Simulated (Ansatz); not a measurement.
**Ga: strain and displacement**

```
CELL_PARAMETERS angstrom
2.25535 -3.82240 0.00000
2.25535 3.82240 0.00000
0.00000 0.00000 4.51670
ATOMIC_POSITIONS crystal
Ga 0.15250 0.84750 0.07850
Ga 0.65250 0.34750 0.42150
Ga 0.84750 0.15250 0.92150
Ga 0.34750 0.65250 0.57850
```

Atoms are numbered in the order listed.

The conventional cell has a = 4.511 Å, b = 7.645 Å, c = 4.517 Å, α = 90.00°, β = 90.00°, γ = 90.00°. Around Ga (atom 1) lie 7 Ga at 2.44 to 2.79 Å.

The cell is COD entry 9008562, as deposited and not checked against the literature; nothing was relaxed.

Computed with DFT, PBEsol, all-electron PAW with datasets made for the crystal, scalar-relativistic in Ansatz 0.2.0.

Numerical set-up: a Γ-centred 9×9×8 k mesh, Fermi–Dirac smearing of 0.05 eV, cutoff 320 eV (chosen by the program for this cell), no spin polarisation.

The unchanged cell is at -1.17 GPa.

In a metal, stresses and small energies carry noise from the k mesh.

x, y and z are the Cartesian axes of the cell as listed; fractional coordinates follow a strain, and an engineering shear is twice the off-diagonal strain component.

Q: One change gave: energy change +6 meV/atom; stress change (xx, yy, zz, yz, xz, xy) 0.13, 0.30, 0.17, -1.53, -1.00, -0.88 GPa, compression positive; change of the force on Ga4 (0.027, -0.095, 0.034) eV/Å. Which change was it?
A. equal xy, yz and zx engineering shear strains of +2 %
B. equal xy, yz and zx engineering shear strains of +3 %
C. equal xy, yz and zx engineering shear strains of -3 %
D. equal xy, yz and zx engineering shear strains of +1 %
E. equal xy, yz and zx engineering shear strains of -1 %
F. equal xy, yz and zx engineering shear strains of -2 %

A: B. For equal xy, yz and zx engineering shear strains of -3 %: energy change +6 meV/atom; stress change (xx, yy, zz, yz, xz, xy) 0.14, 0.24, 0.18, 1.60, 1.04, 0.95 GPa, compression positive; change of the force on Ga1 (-0.032, 0.100, 0.034) eV/Å. For equal xy, yz and zx engineering shear strains of -1 %: energy change under 1 meV/atom; stress change (xx, yy, zz, yz, xz, xy) 0.02, 0.04, 0.01, 0.52, 0.31, 0.29 GPa, compression positive; change of the force on Ga1 (-0.013, 0.030, 0.012) eV/Å. For equal xy, yz and zx engineering shear strains of +2 %: energy change +3 meV/atom; stress change (xx, yy, zz, yz, xz, xy) 0.07, 0.14, 0.06, -1.03, -0.62, -0.59 GPa, compression positive; change of the force on Ga4 (0.016, -0.060, 0.023) eV/Å. For equal xy, yz and zx engineering shear strains of -2 %: energy change +3 meV/atom; stress change (xx, yy, zz, yz, xz, xy) 0.06, 0.12, 0.07, 1.05, 0.63, 0.61 GPa, compression positive; change of the force on Ga1 (-0.024, 0.063, 0.023) eV/Å. For equal xy, yz and zx engineering shear strains of +1 %: energy change under 1 meV/atom; stress change (xx, yy, zz, yz, xz, xy) 0.02, 0.04, 0.01, -0.51, -0.31, -0.29 GPa, compression positive; change of the force on Ga4 (0.007, -0.029, 0.012) eV/Å.
